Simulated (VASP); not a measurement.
# WC (Qusongite) under changes of volume

One of the cells (10.461 Å³/atom); the others are scaled copies at fixed shape and fractional positions:

```
CELL_PARAMETERS angstrom
2.91799 0.00000 0.00000
-1.45900 2.52706 0.00000
0.00000 0.00000 2.83728
ATOMIC_POSITIONS crystal
W 0.00000 0.00000 0.00000
C 0.66667 0.33333 0.50000
```

```yaml
Program: VASP 6.6.1
Functional: r2SCAN
Potentials_or_basis: VASP PAW PBE potentials, release 64 (W_sv, C)
Cutoff: 520 eV
k_mesh: 8 × 8 × 8
Occupations: fermi-dirac, width 0.05 eV
Spin: no spin polarisation
```

| volume (Å³/atom) | energy over the lowest point (meV/atom) | pressure (GPa) |
| --- | --- | --- |
| 10.043 | ? | ? |
| 10.252 | 5.75 | 8.6 |
| 10.461 | 0.00 | 0.1 |
| 10.670 | 4.87 | -7.7 |
| 10.879 | 19.29 | -14.5 |

Q: What does the run at 10.043 Å³/atom give?

A: Energy over the lowest point 23.24 meV/atom; pressure 18.1 GPa.

Worked out: A Birch-Murnaghan fit of order 2 (a polynomial in V^(-2/3)) to the other rows has its minimum at 10.47 Å³/atom with B0 = V·E''(V) = 405 GPa at fixed shape and positions, which overstates the stiffness. It gives 23.19 meV/atom at 10.043 Å³/atom, against the run's 23.24, and -dE/dV = 18.2 GPa, against 18.1.

Energies are extrapolated to zero smearing.

Caveats: the PAW data sets were made with another functional, which shifts forces and pressure a little.
